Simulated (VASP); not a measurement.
Input of a VASP 6.6.1 run:

File INCAR:

```
PREC = Accurate
ENCUT = 520
EDIFF = 1E-7
ISMEAR = 0
SIGMA = 0.05
LREAL = False
LASPH = True
NELM = 100
ALGO = Normal
ISIF = 2
LWAVE = False
LCHARG = True
GGA = PS
LELF = True
LVHAR = True
NBANDS = 16
```

KPOINTS

```
Automatic mesh
0
Gamma
  6 6 6
```

POSCAR

```
GaSb
1.0
    3.5330924176      0.0000000000      0.0000000000
    0.0000000000      3.5330924176      0.0000000000
    0.0000000000      0.0000000000      3.5330924176
Ga Sb
1 1
Direct
    0.0000000000      0.0000000000      0.0000000000
    0.5000000000      0.5000000000      0.5000000000
```

Potentials or basis: VASP PAW PBE potentials, release 64 (Ga_d, Sb).

Launch:

```console
$ cat potpaw_PBE.64/Ga_d/POTCAR potpaw_PBE.64/Sb/POTCAR > POTCAR
$ mpirun -np 1 vasp_std > vasp.out
```

Q: Estimate the pressure.

A: 0.1 GPa.

Q: Estimate the band gap on the k mesh.

A: None (metal or under the smearing width).

Caveat: the PAW data sets were made with another functional, which shifts forces and pressure a little. The run has no spin-orbit coupling, so splittings on Sb are missing.
